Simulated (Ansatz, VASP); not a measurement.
One calculation of SiC, two programs

The input INCAR:

```
SYSTEM = SiC
  PREC = Accurate
  ENCUT = 520
  EDIFF = 1E-6
  ISMEAR = 0
  SIGMA = 0.05
  LREAL = .False.
  LASPH = .True.
  NELM = 100
  ALGO = Normal
  ISIF = 2
  LWAVE = .False.
  LCHARG = .True.
  GGA = CA
  LELF = .True.
  LVHAR = .True.
  NBANDS = 16
```

File KPOINTS:

```
Automatic mesh
0
Gamma
  12 12 6
  0 0 0
```

The input POSCAR:

```
SiC
1.0
    3.1125233865      0.0000000000      0.0000000000
   -1.5562616933      2.6955243226      0.0000000000
    0.0000000000      0.0000000000      4.8362388379
Si C
2 2
Direct
    0.3333333333      0.6666666667      0.0046041256
    0.6666666667      0.3333333333      0.5046041256
    0.3333333333      0.6666666667      0.4252507829
    0.6666666667      0.3333333333      0.9252507829
```

Input for Ansatz:

```yaml
crystal:
  lattice:
    - [3.1125233865, 0.0, 0.0]
    - [-1.5562616933, 2.6955243226, 0.0]
    - [0.0, 0.0, 4.8362388379]
  atoms:
    - { symbol: Si, position: [0.3333333333, 0.6666666667, 0.0046041256] }
    - { symbol: Si, position: [0.6666666667, 0.3333333333, 0.5046041256] }
    - { symbol: C, position: [0.3333333333, 0.6666666667, 0.4252507829] }
    - { symbol: C, position: [0.6666666667, 0.3333333333, 0.9252507829] }
basis:
  ecutwfc: 520.0
kpoints:
  mp_grid: { grid: [12, 12, 6] }
hamiltonian:
  xc: lda
  pseudopotentials: { kind: paw, azcp: { folder: soft_1 } }
scf:
  occupations: { method: gaussian, width: 0.05 }
output:
  forces: true
  stress: true
  eigenvalues: true
```

Alike in both runs: task single point; functional LDA; k mesh 12 × 12 × 6; occupations gaussian, width 0.05 eV; no spin polarisation.

```csv
,VASP,Ansatz
version,VASP 6.6.1,Ansatz 0.2.0
potentials or method,"VASP PAW LDA potentials, release 64 (Si, C)","scalar-relativistic, plane waves, PAW"
plane-wave cutoff (eV),520,520
valence electrons in the cell,16,16
```

```tsv
	VASP	Ansatz	Ansatz less VASP
gap on the k mesh at the Fermi level (eV)	0.82	0.83	+0.014
least direct gap on the mesh (eV)	2.64	2.64	-0.002
pressure (GPa)	0.1	-0.3	-0.37
largest component of the traceless stress (GPa)	3.61	3.62	+0.011
rms of the force components (eV/Å)	1.231	1.230	-0.0016
```

Atom by atom the forces differ by 0.002 eV/Å (rms over components). Ansatz warned: «pseudo_functional_mismatch».

Caveats: forces of over 1 eV/Å show positions far from the minimum, so gaps and moduli don't describe the material at rest. A k mesh can miss the band edges.
